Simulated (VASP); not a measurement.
RbBr: single point with PBE

Crystal: RbBr.

```xyz
2
Lattice="0.0000 3.8695 4.0928 3.8695 0.0000 4.0928 3.8695 3.8695 0.0000" Properties=species:S:1:pos:R:3 pbc="T T T"
Rb    0.0000    0.0000    0.0000
Br    1.9347    1.9347    2.0464
```

The cell was built by a generator and needn't be a form met in nature.

The cell isn't the ideal one: uniaxial_z strain +5.8%.

* Program: VASP 6.6.1
* Task: single point
* Functional: PBE
* Potentials or basis: VASP PAW PBE potentials, release 64 (Rb_sv, Br)
* Cutoff: 520 eV
* k mesh: 6 × 6 × 6
* Occupations: fermi-dirac, width 0.02 eV
* Spin: no spin polarisation
* Dipole correction: no
* Further INCAR settings: ALGO = Fast; EDIFF = 1e-07; NBANDS = 15

```
Pressure               : -0.3 GPa
Band gap on the k mesh : 3.97 eV, indirect (least direct gap 4.05 eV)
```

Stress tensor (GPa, compression positive):
```
-0.23  0.00  0.00
 0.00 -0.23  0.00
 0.00  0.00 -0.32
```

Levels at points of the mesh, in eV from the valence-band top:
| k point | band 4 | band 5 | band 6 | band 7 | band 8 | band 9 | band 10 | band 11 | band 12 | band 13 |
| --- | --- | --- | --- | --- | --- | --- | --- | --- | --- | --- |
| (0.00, 0.00, 0.00) | -8.86 | -8.85 | -0.10 | -0.08 | -0.08 | 3.97 | 7.86 | 8.22 | 8.74 | 9.02 |
| (0.50, 0.00, 0.00) | -8.86 | -8.81 | -0.29 | -0.07 | -0.03 | 6.08 | 6.34 | 7.59 | 7.77 | 8.93 |
| (0.50, 0.50, 0.00) | -8.88 | -8.77 | -0.39 | 0.00 | 0.00 | 5.79 | 6.58 | 7.94 | 8.50 | 8.88 |
| (0.50, 0.00, 0.50) | -8.87 | -8.79 | -0.36 | -0.04 | -0.02 | 5.87 | 6.64 | 8.15 | 8.69 | 8.75 |

Wall time 75 s on 1 thread of Intel(R) Xeon(R) Platinum 8488C (Sapphire Rapids), with other jobs on the host, peak memory 0.27 GiB.

A k mesh can miss the band edges.
